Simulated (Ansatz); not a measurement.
`CCC(C)O` → `CC(C)(C)O`  (isomerisation)

Isolated molecules relaxed with PBE0-D4/def2-TZVP in Ansatz; ΔE leaves out vibrations. CBS: MP2 limit from def2 TZ/QZ plus the TZ coupled-cluster correction, frozen cores. Functionals use def2-TZVPP. B3LYP here is the variant with VWN-RPA as its local correlation; programs differ in this. HSE06 is defined as in plane-wave codes. One conformer a species, not always the lowest.

`CCC(C)O`:

Cartesian coordinates in Å:
```
C -1.221 1.172 0.920
C -0.546 -0.154 0.615
C 0.600 -0.041 -0.381
C 1.252 -1.376 -0.651
O 0.161 0.456 -1.636
H -1.994 1.057 1.683
H -0.501 1.909 1.288
H -1.713 1.590 0.036
H -1.277 -0.866 0.218
H -0.151 -0.586 1.541
H 1.355 0.646 0.038
H 0.523 -2.072 -1.073
H 1.650 -1.806 0.271
H 2.070 -1.264 -1.365
H -0.208 1.332 -1.502
```

`CC(C)(C)O`:

Z-matrix (Å, degrees):
```
C
C 1 1.523
H 1 1.093 2 111.3
H 1 1.092 2 110.2 3 120.5
H 1 1.095 2 110.7 3 -119.7
C 2 1.517 1 110.8 3 -61.9
C 2 1.523 1 110.7 3 61.4
O 2 1.426 1 109.7 3 -177.5
H 6 1.092 2 110.2 1 -178.1
H 6 1.092 2 110.2 1 -58.7
H 6 1.092 2 110.8 1 61.6
H 7 1.093 2 111.3 1 -61.3
H 7 1.092 2 110.2 1 178.2
H 7 1.095 2 110.7 1 58.4
H 8 0.961 2 108.1 1 -60.8
```

```csv
level,ΔE (kcal/mol),difference from CCSD(T)/CBS
LDA (SPW92),-3.5,0.3
PBE-D4,-2.9,0.9
revPBE-D4,-3.3,0.5
BLYP-D4,-3.1,0.7
r2SCAN-D4,-3.7,0.1
B97M-V,-3.8,0.0
PBE0-D4,-3.0,0.8
B3LYP-D4,-3.0,0.8
r2SCANh-D4,-3.6,0.2
r2SCAN0-D4,-3.5,0.3
HSE06-D4,-2.9,0.9
BHLYP-D4,-3.1,0.7
CAM-B3LYP-D4,-3.2,0.6
ωB97X-V,-3.4,0.4
ωB97M-V,-3.6,0.2
B2PLYP,-3.1,0.7
PBE,-2.5,1.3
revPBE,-2.0,1.8
BLYP,-2.1,1.7
r2SCAN,-3.6,0.2
PBE0,-2.6,1.2
B3LYP,-2.4,1.4
r2SCANh,-3.5,0.3
r2SCAN0,-3.4,0.4
BHLYP,-2.6,1.2
CAM-B3LYP,-2.9,0.9
LC-ωPBE,-3.0,0.8
MP2/def2-SVP,-4.3,-0.5
CCSD/def2-SVP,-3.7,0.1
CCSD(T)/def2-SVP,-4.0,-0.2
MP2/def2-TZVPP,-4.2,-0.4
SCS-MP2/def2-TZVPP,-3.7,0.1
CCSD/def2-TZVPP,-3.5,0.3
CCSD(T)/def2-TZVPP,-3.7,0.1
HF/def2-QZVPP,-2.4,1.4
MP2/def2-QZVPP,-4.2,-0.4
SCS-MP2/def2-QZVPP,-3.7,0.1
HF/CBS(def2),-2.4,1.4
MP2/CBS(def2),-4.2,-0.4
CCSD/CBS(def2),-3.5,0.3
CCSD(T)/CBS,-3.8,0
```

Largest T1 diagnostic among the species: 0.009.

In def2-TZVPP, CCSD(T) changes the Hartree–Fock value by −1.3 kcal/mol (the triples alone add −0.3 kcal/mol) and MP2 by −1.7 kcal/mol. Leaving LDA and LC-ωPBE aside and taking each functional with its dispersion term where it has one, the values spread over 0.9 kcal/mol, from B97M-V to PBE-D4. LDA lies −1.0 kcal/mol from PBE without D4.

CCSD(T)/CBS has its own doubt, a few kJ/mol and more with outer-core shells, so smaller differences from it don't rank the levels.
